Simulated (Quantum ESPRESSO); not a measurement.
# PbS (Cmcm) in Quantum ESPRESSO: a series of runs

The runs below take PbS through single point, equation of state, with LDA.

Program: Quantum ESPRESSO 7.5. These are calculated values, not measurements. Logs are shortened: lines on timing, memory, paths and dates and some standing lists are left out, and cuts for length are marked.

## Step 1: The crystal as given

Symmetry: Cmcm, No. 63, orthorhombic system. The conventional cell has a = 4.160 Å, b = 11.983 Å, c = 4.279 Å, α = 90.00°, β = 90.00°, γ = 90.00°. Pb (site symmetry m2m) has 5 S at 2.69 to 2.99 Å as nearest neighbours. S (site symmetry m2m) has 5 Pb at 2.69 to 2.99 Å as nearest neighbours.

Measurements of this composition are mostly on another form, of space group No. 225.

## Step 2: Single point, LDA, 25.06 Å³/atom

The input, pw.in:

```
&CONTROL
  calculation = 'scf'
  prefix = 'pwscf'
  outdir = './tmp'
  pseudo_dir = './pseudo'
  tprnfor = .true.
  tstress = .true.
  disk_io = 'nowf'
/
&SYSTEM
  ibrav = 0
  nat = 4
  ntyp = 2
  ecutwfc = 56
  nbnd = 28
  occupations = 'smearing'
  smearing = 'fd'
  degauss = 0.00367493
/
&ELECTRONS
  conv_thr = 8d-10
  electron_maxstep = 120
  mixing_beta = 0.5
/
ATOMIC_SPECIES
Pb   207.2000 Pb.upf
S     32.0600 S.upf
CELL_PARAMETERS angstrom
   2.0374927668   -5.8689911821    0.0000000000
   2.0374927668    5.8689911821    0.0000000000
   0.0000000000    0.0000000000    4.1919633476
ATOMIC_POSITIONS crystal
Pb     0.1305633500    0.8694366500    0.2500000000
Pb     0.8694366500    0.1305633500    0.7500000000
S      0.3547970900    0.6452029100    0.2500000000
S      0.6452029100    0.3547970900    0.7500000000
K_POINTS automatic
7 7 6 0 0 0
```

Potentials or basis: PseudoDojo 0.4.1 SR LDA standard.

Started as:

```
> OMP_NUM_THREADS=1 pw.x -in pw.in > pw.out
```

pw.out:

```text
This program is part of the open-source Quantum ESPRESSO suite
     for quantum simulation of materials; please cite
[... 9 lines left out ...]
     --------------------
     sticks:   dense  smooth     PW     G-vecs:    dense   smooth      PW
     Sum        1519    1519    475                38243    38243    6511

     Using Slab Decomposition

     bravais-lattice index     =            0
     lattice parameter (alat)  =      11.7401  a.u.
     unit-cell volume          =     676.5558 (a.u.)^3
     number of atoms/cell      =            4
     number of atomic types    =            2
     number of electrons       =        40.00
     number of Kohn-Sham states=           28
     kinetic-energy cutoff     =      56.0000  Ry
     charge density cutoff     =     224.0000  Ry
     scf convergence threshold =      8.0E-10
     mixing beta               =       0.5000
     number of iterations used =            8  plain     mixing
     Exchange-correlation= SLA  PW   NOGX NOGC
                           (   1   4   0   0   0   0   0)

     celldm(1)=  11.740118  celldm(2)=   0.000000  celldm(3)=   0.000000
     celldm(4)=   0.000000  celldm(5)=   0.000000  celldm(6)=   0.000000

     crystal axes: (cart. coord. in units of alat)
               a(1) = (   0.327961  -0.944691   0.000000 )
               a(2) = (   0.327961   0.944691   0.000000 )
               a(3) = (   0.000000   0.000000   0.674752 )

     reciprocal axes: (cart. coord. in units 2 pi/alat)
               b(1) = (  1.524571 -0.529273  0.000000 )
               b(2) = (  1.524571  0.529273 -0.000000 )
               b(3) = ( -0.000000  0.000000  1.482027 )

     PseudoPot. # 1 for Pb read from file:
     Pb.upf
     Pseudo is Norm-conserving + core correction, Zval = 14.0
     Generated using ONCVPSP code by D. R. Hamann
     Using radial grid of 1638 points,  6 beta functions with:
                l(1) =   0
                l(2) =   0
                l(3) =   1
                l(4) =   1
                l(5) =   2
                l(6) =   2

     PseudoPot. # 2 for S  read from file:
     S.upf
     Pseudo is Norm-conserving + core correction, Zval =  6.0
     Generated using ONCVPSP code by D. R. Hamann
     Using radial grid of 1132 points,  6 beta functions with:
                l(1) =   0
                l(2) =   0
                l(3) =   1
                l(4) =   1
                l(5) =   2
                l(6) =   2

     atomic species   valence    mass     pseudopotential
     Pb               14.00   207.20000     Pb( 1.00)
     S                 6.00    32.06000     S ( 1.00)

      8 Sym. Ops., with inversion, found ( 4 have fractional translation)

   Cartesian axes

     site n.     atom                  positions (alat units)
         1        Pb     tau(   1) = (   0.3279612   0.6980071   0.1686879  )
         2        Pb     tau(   2) = (   0.3279612  -0.6980071   0.5060637  )
         3        S      tau(   3) = (   0.3279612   0.2743438   0.1686879  )
         4        S      tau(   4) = (   0.3279612  -0.2743438   0.5060637  )

     number of k points=    64  Fermi-Dirac smearing, width (Ry)=  0.0037
                       cart. coord. in units 2pi/alat
        k(    1) = (   0.0000000   0.0000000   0.0000000), wk =   0.0068027
        k(    2) = (   0.0000000   0.0000000   0.2470045), wk =   0.0136054
        k(    3) = (   0.0000000   0.0000000   0.4940090), wk =   0.0136054
        k(    4) = (   0.0000000   0.0000000  -0.7410135), wk =   0.0068027
        k(    5) = (   0.2177958   0.0756105   0.0000000), wk =   0.0272109
        k(    6) = (   0.2177958   0.0756105   0.2470045), wk =   0.0544218
[... 56 lines left out ...]
        k(   63) = (  -0.0000000  -0.4536630   0.4940090), wk =   0.0272109
        k(   64) = (  -0.0000000  -0.4536630  -0.7410135), wk =   0.0136054

     Dense  grid:    38243 G-vectors     FFT dimensions: (  60,  60,  40)

     Initial potential from superposition of free atoms

     starting charge      39.9967, renormalised to      40.0000
     Starting wfcs are   26 randomized atomic wfcs +    2 random wfcs

     Self-consistent Calculation

     iteration #  1     ecut=    56.00 Ry     beta= 0.50
     Davidson diagonalization with overlap
     ethr =  1.00E-02,  avg # of iterations =  4.1

     Threshold (ethr) on eigenvalues was too large:
     Diagonalizing with lowered threshold

     Davidson diagonalization with overlap
     ethr =  5.47E-04,  avg # of iterations =  1.8

     total energy              =    -325.35889035 Ry
     estimated scf accuracy    <       0.21185405 Ry

     iteration #  2     ecut=    56.00 Ry     beta= 0.50
     Davidson diagonalization with overlap
     ethr =  5.30E-04,  avg # of iterations =  2.0

     total energy              =    -325.41603995 Ry
     estimated scf accuracy    <       0.03670981 Ry

     iteration #  3     ecut=    56.00 Ry     beta= 0.50
     Davidson diagonalization with overlap
     ethr =  9.18E-05,  avg # of iterations =  2.8

     total energy              =    -325.42284639 Ry
     estimated scf accuracy    <       0.00226816 Ry

     iteration #  4     ecut=    56.00 Ry     beta= 0.50
     Davidson diagonalization with overlap
     ethr =  5.67E-06,  avg # of iterations =  6.2

     total energy              =    -325.42308750 Ry
     estimated scf accuracy    <       0.00059465 Ry

     iteration #  5     ecut=    56.00 Ry     beta= 0.50
     Davidson diagonalization with overlap
     ethr =  1.49E-06,  avg # of iterations =  2.2
[... 15 lines left out ...]
     total energy              =    -325.42315896 Ry
     estimated scf accuracy    <       0.00000061 Ry

     iteration #  8     ecut=    56.00 Ry     beta= 0.50
     Davidson diagonalization with overlap
     ethr =  1.52E-09,  avg # of iterations =  2.0

     total energy              =    -325.42315906 Ry
     estimated scf accuracy    <          7.4E-09 Ry

     iteration #  9     ecut=    56.00 Ry     beta= 0.50
     Davidson diagonalization with overlap
     ethr =  1.86E-11,  avg # of iterations =  4.0

     total energy              =    -325.42315907 Ry
     estimated scf accuracy    <          6.0E-09 Ry

     iteration # 10     ecut=    56.00 Ry     beta= 0.50
     Davidson diagonalization with overlap
     ethr =  1.49E-11,  avg # of iterations =  2.0

     End of self-consistent calculation

          k = 0.0000 0.0000 0.0000 (  4769 PWs)   bands (ev):

    -8.0651  -7.9061  -7.8933  -7.8748  -7.8434  -7.8305  -7.8233  -7.8192
    -7.8017  -7.7486  -5.0968  -2.9581   1.3577   2.5371   3.7128   5.0825
     5.6971   6.4844   6.6875   7.8064  12.8252  13.0754  13.2593  14.0733
    14.2722  14.2818  14.5886  15.2313

          k = 0.0000 0.0000 0.2470 (  4761 PWs)   bands (ev):

    -8.0422  -7.9090  -7.8932  -7.8611  -7.8459  -7.8451  -7.8346  -7.8041
    -7.7944  -7.7627  -4.9201  -2.9656   0.8702   2.0870   3.8780   5.5688
     5.9191   6.6736   7.1082   7.6226  12.3536  12.4830  12.6945  13.3009
    13.5953  13.6139  14.3986  16.0501

          k = 0.0000 0.0000 0.4940 (  4769 PWs)   bands (ev):

    -7.9916  -7.9206  -7.8804  -7.8686  -7.8685  -7.8349  -7.8249  -7.7938
    -7.7936  -7.7882  -4.4183  -3.1483   0.2619   1.1564   4.4480   5.9916
     6.5046   7.0801   7.5351   7.9384  10.8207  11.0281  11.2693  12.0164
    13.3751  13.5288  15.8280  17.2028

          k = 0.0000 0.0000-0.7410 (  4794 PWs)   bands (ev):

    -7.9469  -7.9469  -7.8786  -7.8786  -7.8499  -7.8499  -7.8123  -7.8123
    -7.7882  -7.7882  -3.7200  -3.7200   0.3907   0.3907   5.2994   5.2994
     7.1041   7.1041   8.2535   8.2535  10.0281  10.0281  10.9814  10.9814
    13.4463  13.4463  18.1076  18.1076

          k = 0.2178 0.0756 0.0000 (  4764 PWs)   bands (ev):
[... 342 lines left out ...]
          k =-0.0000-0.3024 0.2470 (  4786 PWs)   bands (ev):

    -8.0376  -7.9073  -7.8746  -7.8541  -7.8478  -7.8413  -7.8359  -7.8185
    -7.7844  -7.7801  -4.7763  -3.2189   0.4699   2.0969   5.0330   5.6967
     5.8431   6.9095   7.0114   7.7783  10.9629  11.6043  12.7072  12.9272
    13.8449  13.9956  14.7214  15.6086

          k =-0.0000-0.3024 0.4940 (  4789 PWs)   bands (ev):

    -7.9956  -7.9272  -7.8669  -7.8561  -7.8534  -7.8359  -7.8177  -7.8122
    -7.8032  -7.7860  -4.3018  -3.2515  -0.0750   0.9511   5.4829   6.3200
     6.5601   7.2058   7.3791   8.2019  10.0152  11.3522  11.4565  11.8900
    12.3157  13.0272  15.9163  16.9479

          k =-0.0000-0.3024-0.7410 (  4776 PWs)   bands (ev):

    -7.9561  -7.9561  -7.8686  -7.8686  -7.8394  -7.8394  -7.8083  -7.8083
    -7.7981  -7.7981  -3.6732  -3.6732   0.0770   0.0770   6.1918   6.1918
     7.0302   7.0302   8.0240   8.0240  10.2531  10.2531  11.2634  11.2634
    12.1662  12.1662  17.5544  17.5545

          k = 1.3068-0.0000 0.0000 (  4792 PWs)   bands (ev):

    -8.0352  -7.8947  -7.8708  -7.8574  -7.8522  -7.8384  -7.8333  -7.8239
    -7.7935  -7.7785  -4.6901  -3.4221   0.3610   2.4446   5.5311   5.6144
     6.3050   6.4075   7.1719   7.7862   9.2978  12.1676  12.6369  12.9105
    13.5842  14.4435  14.4474  16.0471

          k = 1.3068-0.0000 0.2470 (  4808 PWs)   bands (ev):

    -8.0240  -7.9013  -7.8633  -7.8595  -7.8483  -7.8409  -7.8287  -7.8244
    -7.8009  -7.7820  -4.5261  -3.3480   0.1727   1.9482   4.8974   6.1933
     6.4384   6.5579   7.7694   7.8299   9.5074  10.8076  12.5294  12.5456
    13.3843  14.2730  15.4657  16.0109

          k = 1.3068-0.0000 0.4940 (  4787 PWs)   bands (ev):

    -7.9985  -7.9318  -7.8748  -7.8547  -7.8424  -7.8248  -7.8243  -7.8165
    -7.8046  -7.7910  -4.0811  -3.2721  -0.1508   0.9094   4.9977   6.3951
     6.6684   7.1547   7.5895   7.9878   9.7249  10.4508  11.5289  11.8631
    13.5487  13.5680  15.2245  16.5173

          k = 1.3068-0.0000-0.7410 (  4786 PWs)   bands (ev):

    -7.9678  -7.9678  -7.8725  -7.8725  -7.8309  -7.8309  -7.8105  -7.8105
    -7.7974  -7.7974  -3.5409  -3.5409   0.0469   0.0469   5.7756   5.7756
     6.9831   6.9831   7.8615   7.8615   9.8236   9.8236  12.1951  12.1951
    12.7054  12.7054  15.5223  15.5223

          k =-0.0000-0.4537 0.0000 (  4800 PWs)   bands (ev):

    -8.0522  -7.8959  -7.8743  -7.8506  -7.8498  -7.8456  -7.8419  -7.8078
    -7.7987  -7.7726  -4.8358  -3.4546   0.6947   2.7748   5.3708   5.4098
     6.0586   6.2802   6.8569   7.8490   9.5406  12.8085  12.8655  13.4438
    13.9135  14.7347  15.1785  15.6520

          k =-0.0000-0.4537 0.2470 (  4811 PWs)   bands (ev):

    -8.0355  -7.9010  -7.8666  -7.8512  -7.8470  -7.8438  -7.8339  -7.8165
    -7.8038  -7.7765  -4.6724  -3.3856   0.3315   2.0599   5.6060   5.6804
     6.1540   7.0061   7.1046   7.8256   9.6979  11.2187  12.9010  13.0572
    13.9370  14.0337  14.8914  15.7657

          k =-0.0000-0.4537 0.4940 (  4790 PWs)   bands (ev):

    -7.9982  -7.9270  -7.8606  -7.8487  -7.8455  -7.8353  -7.8208  -7.8149
    -7.8093  -7.7881  -4.2199  -3.3300  -0.2162   0.8351   6.2421   6.2666
     6.6755   7.2495   7.6047   8.3372   9.6134  10.2105  11.5933  12.1839
    12.4795  12.8838  16.0823  16.6135

          k =-0.0000-0.4537-0.7410 (  4764 PWs)   bands (ev):

    -7.9602  -7.9602  -7.8615  -7.8615  -7.8362  -7.8362  -7.8051  -7.8051
    -7.8044  -7.8044  -3.6455  -3.6455  -0.0796  -0.0796   6.8670   6.8670
     6.9915   6.9915   7.8375   7.8375  10.1202  10.1202  11.4314  11.4314
    11.7356  11.7356  16.9683  16.9684

     the Fermi energy is     8.8429 ev

!    total energy              =    -325.42315907 Ry
     estimated scf accuracy    <          2.4E-10 Ry
     smearing contrib. (-TS)   =      -0.00000013 Ry
     internal energy E=F+TS    =    -325.42315894 Ry

     The total energy is F=E-TS. E is the sum of the following terms:
     one-electron contribution =     -71.18150543 Ry
     hartree contribution      =      60.97911083 Ry
     xc contribution           =     -91.68705727 Ry
     ewald contribution        =    -223.53370706 Ry

     convergence has been achieved in  10 iterations

     Forces acting on atoms (cartesian axes, Ry/au):

     atom    1 type  1   force =    -0.00000000    0.01194458    0.00000000
     atom    2 type  1   force =    -0.00000000   -0.01194458    0.00000000
     atom    3 type  2   force =     0.00000000   -0.00906704   -0.00000000
     atom    4 type  2   force =    -0.00000000    0.00906704   -0.00000000

     Total force =     0.021208     Total SCF correction =     0.000100

     Computing stress (Cartesian axis) and pressure

          total   stress  (Ry/bohr**3)                   (kbar)     P=       -0.39
  -0.00001011  -0.00000000   0.00000000           -1.49       -0.00        0.00
   0.00000000   0.00003178   0.00000000            0.00        4.67        0.00
   0.00000000   0.00000000  -0.00002960            0.00        0.00       -4.35

=------------------------------------------------------------------------------=
   JOB DONE.
=------------------------------------------------------------------------------=
```

It took 3.2 min on 1 thread of Arm Neoverse V1, shared host; peak memory 0.2 GiB.

Results:

| Item | Value |
| --- | --- |
| Free energy | -4427.6076 eV |
| Pressure | 0.0 GPa |
| Largest force | 0.307 eV/Å |
| Band gap on the k mesh | 0.96 eV, indirect (least direct gap 1.28 eV) |

Caveat: spin-orbit coupling is left out, which as a rule narrows the gap of such compounds by several tenths of an eV; an odd mesh through Γ misses points on the zone boundary, where band edges often lie.

## Step 3: Single point, LDA, 25.60 Å³/atom

pw.in: that of step 2 with these lines changed.

```diff
@@ -28,5 +28,5 @@
 CELL_PARAMETERS angstrom
-   2.0374927668   -5.8689911821    0.0000000000
-   2.0374927668    5.8689911821    0.0000000000
-   0.0000000000    0.0000000000    4.1919633476
+   2.0518417802   -5.9103234677    0.0000000000
+   2.0518417802    5.9103234677    0.0000000000
+   0.0000000000    0.0000000000    4.2214851889
 ATOMIC_POSITIONS crystal
```

Potentials or basis: PseudoDojo 0.4.1 SR LDA standard.

Started as:

```
> OMP_NUM_THREADS=1 pw.x -in pw.in > pw.out
```

Run time: 3.1 min. Hardware: 1 thread of Arm Neoverse V1, shared host; peak memory 0.2 GiB.

The run converged. Its results:

- Free energy: -4427.5986 eV
- Pressure: -1.3 GPa
- Largest force: 0.164 eV/Å
- Band gap on the k mesh: 1.01 eV, indirect (least direct gap 1.30 eV)

Caveat: spin-orbit coupling is left out, which as a rule narrows the gap of such compounds by several tenths of an eV; an odd mesh through Γ misses points on the zone boundary, where band edges often lie.

## Step 4: Single point, LDA, 26.13 Å³/atom

pw.in: that of step 3 with these lines changed.

```diff
@@ -28,5 +28,5 @@
 CELL_PARAMETERS angstrom
-   2.0518417802   -5.9103234677    0.0000000000
-   2.0518417802    5.9103234677    0.0000000000
-   0.0000000000    0.0000000000    4.2214851889
+   2.0659928603   -5.9510856073    0.0000000000
+   2.0659928603    5.9510856073    0.0000000000
+   0.0000000000    0.0000000000    4.2505997999
 ATOMIC_POSITIONS crystal
```

Started as:

```
> OMP_NUM_THREADS=1 pw.x -in pw.in > pw.out
```

It took 3.1 min on 1 thread of Arm Neoverse V1, shared host; peak memory 0.21 GiB.

Results (log left out):

- Free energy: -4427.5737 eV
- Pressure: -2.4 GPa
- Largest force: 0.055 eV/Å
- Band gap on the k mesh: 1.06 eV, indirect (least direct gap 1.29 eV)

Caveat: spin-orbit coupling is left out, which as a rule narrows the gap of such compounds by several tenths of an eV; an odd mesh through Γ misses points on the zone boundary, where band edges often lie.

## Step 5: Single point, LDA, 26.66 Å³/atom

pw.in: that of step 4 with these lines changed.

```diff
@@ -28,5 +28,5 @@
 CELL_PARAMETERS angstrom
-   2.0659928603   -5.9510856073    0.0000000000
-   2.0659928603    5.9510856073    0.0000000000
-   0.0000000000    0.0000000000    4.2505997999
+   2.0799526950   -5.9912968650    0.0000000000
+   2.0799526950    5.9912968650    0.0000000000
+   0.0000000000    0.0000000000    4.2793209400
 ATOMIC_POSITIONS crystal
```

Started as:

```
> OMP_NUM_THREADS=1 pw.x -in pw.in > pw.out
```

It took 3.5 min on 1 thread of Arm Neoverse V1, shared host; peak memory 0.21 GiB.

Results (log left out):

- Free energy: -4427.5346 eV
- Pressure: -3.4 GPa
- Largest force: 0.092 eV/Å
- Band gap on the k mesh: 1.10 eV, indirect (least direct gap 1.28 eV)

Caveat: spin-orbit coupling is left out, which as a rule narrows the gap of such compounds by several tenths of an eV; an odd mesh through Γ misses points on the zone boundary, where band edges often lie.

## Step 6: Single point, LDA, 27.20 Å³/atom

pw.in: that of step 5 with these lines changed.

```diff
@@ -28,5 +28,5 @@
 CELL_PARAMETERS angstrom
-   2.0799526950   -5.9912968650    0.0000000000
-   2.0799526950    5.9912968650    0.0000000000
-   0.0000000000    0.0000000000    4.2793209400
+   2.0937276176   -6.0309754840    0.0000000000
+   2.0937276176    6.0309754840    0.0000000000
+   0.0000000000    0.0000000000    4.3076616397
 ATOMIC_POSITIONS crystal
```

Potentials or basis: PseudoDojo 0.4.1 SR LDA standard.

Started as:

```
> OMP_NUM_THREADS=1 pw.x -in pw.in > pw.out
```

Wall time 3.4 min (1 thread of Arm Neoverse V1, shared host); peak memory 0.21 GiB.

The run converged. Its results:

```
Free energy            : -4427.4829 eV
Pressure               : -4.3 GPa
Largest force          : 0.207 eV/Å
Band gap on the k mesh : 1.14 eV, indirect (least direct gap 1.28 eV)
```

Caveat: spin-orbit coupling is left out, which as a rule narrows the gap of such compounds by several tenths of an eV; an odd mesh through Γ misses points on the zone boundary, where band edges often lie.

## Step 7: Single point, LDA, 27.73 Å³/atom

pw.in: that of step 6 with these lines changed.

```diff
@@ -28,5 +28,5 @@
 CELL_PARAMETERS angstrom
-   2.0937276176   -6.0309754840    0.0000000000
-   2.0937276176    6.0309754840    0.0000000000
-   0.0000000000    0.0000000000    4.3076616397
+   2.1073236324   -6.0701387599    0.0000000000
+   2.1073236324    6.0701387599    0.0000000000
+   0.0000000000    0.0000000000    4.3356342523
 ATOMIC_POSITIONS crystal
```

Started as:

```
> OMP_NUM_THREADS=1 pw.x -in pw.in > pw.out
```

It took 3.6 min on 1 thread of Arm Neoverse V1, shared host; peak memory 0.22 GiB.

The run converged. Its results:

- Free energy: -4427.4199 eV
- Pressure: -5.1 GPa
- Largest force: 0.315 eV/Å
- Band gap on the k mesh: 1.16 eV, indirect (least direct gap 1.27 eV)

Caveat: spin-orbit coupling is left out, which as a rule narrows the gap of such compounds by several tenths of an eV; an odd mesh through Γ misses points on the zone boundary, where band edges often lie.

## Step 8: Single point, LDA, 28.26 Å³/atom

pw.in: that of step 7 with these lines changed.

```diff
@@ -28,5 +28,5 @@
 CELL_PARAMETERS angstrom
-   2.1073236324   -6.0701387599    0.0000000000
-   2.1073236324    6.0701387599    0.0000000000
-   0.0000000000    0.0000000000    4.3356342523
+   2.1207464379   -6.1088031065    0.0000000000
+   2.1207464379    6.1088031065    0.0000000000
+   0.0000000000    0.0000000000    4.3632505017
 ATOMIC_POSITIONS crystal
```

Started as:

```
> OMP_NUM_THREADS=1 pw.x -in pw.in > pw.out
```

It took 3.6 min on 1 thread of Arm Neoverse V1, shared host; peak memory 0.22 GiB.

It converged, with:

| Quantity | Value |
| --- | --- |
| Free energy | -4427.3469 eV |
| Pressure | -5.8 GPa |
| Largest force | 0.415 eV/Å |
| Band gap on the k mesh | 1.18 eV, indirect (least direct gap 1.26 eV) |

Caveat: spin-orbit coupling is left out, which as a rule narrows the gap of such compounds by several tenths of an eV; an odd mesh through Γ misses points on the zone boundary, where band edges often lie.

## Step 9: Equation of state, LDA

Potentials or basis: PseudoDojo 0.4.1 SR LDA standard.

No new run: the results of the series are fitted here.

What came out:

```yaml
Equilibrium_volume: "25.05 Å³/atom (rough: see the caveat)"
Bulk_modulus_at_fixed_shape_and_positions: 63 GPa (rough)
```

Energy against volume, from the lowest point:
```csv
volume (Å³/atom),energy (meV/atom)
25.064,0.00
25.597,2.26
26.130,8.49
26.664,18.26
27.197,31.19
27.730,46.94
28.263,65.19
```

Caveat: the minimum lies outside the volumes run; the cell was scaled at fixed shape and fractional positions, which overstates the stiffness of a crystal with free parameters, most of all of layers and chains. The run has no spin-orbit coupling, so splittings on Pb are missing.
